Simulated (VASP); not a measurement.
# Al in VASP: a series of runs, part 2 of 2

VASP 6.6.1.

## 3. Relaxation of the atoms, PBEsol

INCAR

```
SYSTEM = Al
PREC = Accurate
ENCUT = 520
EDIFF = 1E-6
ISMEAR = 1
SIGMA = 0.1
LREAL = .FALSE.
LASPH = .TRUE.
NELM = 80
ALGO = Normal
ISIF = 2
LWAVE = .FALSE.
LCHARG = .FALSE.
LDIPOL = .TRUE.
IDIPOL = 3
DIPOL = 0.5 0.5 0.500
GGA = PS
IBRION = 2
NSW = 80
EDIFFG = -0.02
KPAR = 4
```

KPOINTS

```
Automatic mesh
0
G
  14 10 1
  0 0 0
```

POSCAR

```
Al
1.0
    2.8394891000      0.0000000000      0.0000000000
    0.0000000000      4.0156440000      0.0000000000
    0.0000000000      0.0000000000     27.7777009600
Al
10
Direct
    0.5000000000      0.5000000000      0.2700007500
    0.0000000000      0.0000000000      0.3211116900
    0.5000000000      0.5000000000      0.3722226400
    0.0000000000      0.0000000000      0.4233335800
    0.5000000000      0.5000000000      0.4744445300
    0.0000000000      0.0000000000      0.5255554700
    0.5000000000      0.5000000000      0.5766664200
    0.0000000000      0.0000000000      0.6277773600
    0.5000000000      0.5000000000      0.6788883100
    0.0000000000      0.0000000000      0.7299992500
```

Potentials or basis: VASP PAW PBE potentials, release 64 (Al).

On the command line:

```sh
$ cat potpaw_PBE.64/Al/POTCAR > POTCAR
$ mpirun -np 4 vasp_std > vasp.out
```

Run time: 3.1 min. Hardware: 4 MPI ranks of Intel Xeon 6975P-C (Granite Rapids), shared host; peak memory 0.53 GiB.

The run converged. Its results:

- Free energy: -39.2648 eV
- Energy gained by relaxing: 2.3 meV/atom
- Ionic steps: 6
- Largest force after relaxing: 0.016 eV/Å
- Band gap on the k mesh: none (metal or under the smearing width)

Forces in eV/Å, atoms in the order of the input:
```
Al   0.000  0.000 -0.007
Al   0.000  0.000 -0.003
Al   0.000  0.000  0.016
Al   0.000  0.000 -0.005
Al   0.000  0.000  0.006
Al   0.000  0.000 -0.006
Al   0.000  0.000  0.005
Al   0.000  0.000 -0.016
Al   0.000  0.000  0.003
Al   0.000  0.000  0.007
```

Step by step:
```tsv
step	energy change (eV)	largest force (eV/Å)	pressure (GPa)
1	0.0000	0.2207	-0.79
2	-0.0083	0.1813	-0.76
3	-0.0221	0.0560	-0.64
4	-0.0229	0.0565	-0.60
5	-0.0234	0.0273	-0.59
6	-0.0235	0.0157	-0.59
```

Final structure:
```
Al
1.0
     2.83949    0.00000    0.00000
     0.00000    4.01564    0.00000
     0.00000    0.00000   27.77770
Al
10
Cartesian
  1.4197 2.0078 7.5563
  0.0000 0.0000 8.8845
  1.4197 2.0078 10.3377
  0.0000 0.0000 11.7242
  1.4197 2.0078 13.1658
  0.0000 0.0000 14.6119
  1.4197 2.0078 16.0535
  0.0000 0.0000 17.4400
  1.4197 2.0078 18.8932
  0.0000 0.0000 20.2214
```

Levels at points of the mesh, in eV from the Fermi level:
```tsv
k point	band 10	band 11	band 12	band 13	band 14	band 15	band 16	band 17	band 18	band 19
(0.00, 0.00, 0.00)	-2.25	-1.65	-1.45	-1.01	-0.64	-0.53	-0.16	0.70	1.05	1.34
(0.50, 0.00, 0.00)	-2.99	-1.11	-1.11	0.46	0.46	1.37	1.37	1.77	1.77	2.20
(0.00, 0.50, 0.00)	-5.08	-3.54	-3.54	-1.79	-1.79	0.11	0.11	2.01	2.01	3.84
(0.50, 0.50, 0.00)	-3.36	-3.02	-3.02	-2.38	-2.38	-1.95	-1.95	-1.18	-1.18	-0.29
```

Caveat: the PAW data sets were made with another functional, which shifts forces and pressure a little.

## 4. Single point, PBEsol

INCAR

```
SYSTEM = Al
  PREC = Accurate
  ENCUT = 520
  EDIFF = 1E-6
  ISMEAR = 1
  SIGMA = 0.1
  LREAL = .FALSE.
  LASPH = .TRUE.
  NELM = 80
  ALGO = Normal
  ISIF = 2
  LWAVE = .FALSE.
  LCHARG = .FALSE.
  LDIPOL = .TRUE.
  IDIPOL = 3
  DIPOL = 0.5 0.5 0.500
  GGA = PS
  NBANDS = 26
  LVHAR = .TRUE.
  LVACPOTAV = .TRUE.
  ICORELEVEL = 1
  KPAR = 4
```

KPOINTS is that of step 3.

POSCAR

```
Al                                      
1.0
    2.8394891000      0.0000000000      0.0000000000
    0.0000000000      4.0156440000      0.0000000000
    0.0000000000      0.0000000000     27.7777009600
  Al            
    10
Direct
     0.5000000000000000    0.5000000000000000    0.2720263224760757
     0.0000000000000000    0.0000000000000000    0.3198427302598488
     0.5000000000000000    0.5000000000000000    0.3721567157854760
     0.0000000000000000    0.0000000000000000    0.4220735127428407
     0.5000000000000000    0.5000000000000000    0.4739700729666044
     0.0000000000000000    0.0000000000000000    0.5260299270333956
     0.5000000000000000    0.5000000000000000    0.5779264872571591
     0.0000000000000000    0.0000000000000000    0.6278432842145241
     0.5000000000000000    0.5000000000000000    0.6801572697401512
     0.0000000000000000    0.0000000000000000    0.7279736775239242
```

Potentials or basis: VASP PAW PBE potentials, release 64 (Al).

On the command line:

```sh
$ cat potpaw_PBE.64/Al/POTCAR > POTCAR
$ mpirun -np 4 vasp_std > vasp.out
```

OUTCAR:

```text
SYSTEM = Al
   PREC = Accurate
   ENCUT = 520
   EDIFF = 1E-6
   ISMEAR = 1
   LREAL = .FALSE.
   LASPH = .TRUE.
   NELM = 80
   ISIF = 2
   GGA = PS

 ion  position               nearest neighbor table
   1  0.500  0.500  0.272-   3 2.78   2 2.79   2 2.79   2 2.79   2 2.79
   2  0.000  0.000  0.320-   1 2.79   1 2.79   1 2.79   1 2.79   4 2.84   3 2.86   3 2.86   3 2.86
                             3 2.86
   3  0.500  0.500  0.372-   1 2.78   4 2.82   4 2.82   4 2.82   4 2.82   5 2.83   2 2.86   2 2.86
                             2 2.86   2 2.86
   4  0.000  0.000  0.422-   3 2.82   3 2.82   3 2.82   3 2.82   2 2.84   5 2.85   5 2.85   5 2.85
[... 948 lines left out ...]
 -----------------------------------------------------------------------------
  energy-cutoff  :      520.00
  volume of cell :      316.73
      direct lattice vectors                 reciprocal lattice vectors
     2.839489100  0.000000000  0.000000000     0.352176031  0.000000000  0.000000000
     0.000000000  4.015644000  0.000000000     0.000000000  0.249026059  0.000000000
     0.000000000  0.000000000 27.777700960     0.000000000  0.000000000  0.036000100

 POSITION                                       TOTAL-FORCE (eV/Angst)
 -----------------------------------------------------------------------------------
      1.41974      2.00782      7.55627         0.000000      0.000000     -0.006532
      0.00000      0.00000      8.88450         0.000000      0.000000     -0.003527
      1.41974      2.00782     10.33766         0.000000      0.000000      0.015633
      0.00000      0.00000     11.72423         0.000000      0.000000     -0.005341
      1.41974      2.00782     13.16580         0.000000      0.000000      0.006211
      0.00000      0.00000     14.61190         0.000000      0.000000     -0.006211
      1.41974      2.00782     16.05347         0.000000      0.000000      0.005341
      0.00000      0.00000     17.44004         0.000000      0.000000     -0.015633
      1.41974      2.00782     18.89321         0.000000      0.000000      0.003527
      0.00000      0.00000     20.22144         0.000000      0.000000      0.006532
 -----------------------------------------------------------------------------------
    total drift:                               -0.000000     -0.000000      0.000000

  FREE ENERGIE OF THE ION-ELECTRON SYSTEM (eV)
  ---------------------------------------------------
  free  energy   TOTEN  =       -39.2647799021 eV

  energy  without entropy=      -39.2673638218  energy(sigma->0) =      -39.26564121

 vacuum level on the upper side and lower side of the slab         6.350         6.350
```

It took 92 s on 4 MPI ranks of Intel Xeon 6975P-C (Granite Rapids), shared host; peak memory 0.55 GiB.

Results:

* Free energy: -39.2648 eV
* Largest force: 0.016 eV/Å
* Band gap on the k mesh: none (metal or under the smearing width)
* Work function of the upper face: 4.12 eV
* Work function of the lower face: 4.12 eV

Forces in eV/Å, atoms in the order of the input:
```
Al   0.000  0.000 -0.007
Al   0.000  0.000 -0.004
Al   0.000  0.000  0.016
Al   0.000  0.000 -0.005
Al   0.000  0.000  0.006
Al   0.000  0.000 -0.006
Al   0.000  0.000  0.005
Al   0.000  0.000 -0.016
Al   0.000  0.000  0.004
Al   0.000  0.000  0.007
```

Core levels (eV, on the scale of the bands):
| atom | levels |
| --- | --- |
| 1 Al | 1s -1504.1, 2s -101.3, 2p -62.7 |
| 2 Al | 1s -1503.9, 2s -101.2, 2p -62.6 |
| 3 Al | 1s -1503.9, 2s -101.1, 2p -62.6 |
| 4 Al | 1s -1503.9, 2s -101.2, 2p -62.6 |
| 5 Al | 1s -1504.0, 2s -101.2, 2p -62.7 |
| 6 Al | 1s -1504.0, 2s -101.2, 2p -62.7 |

Caveat: the PAW data sets were made with another functional, which shifts forces and pressure a little.
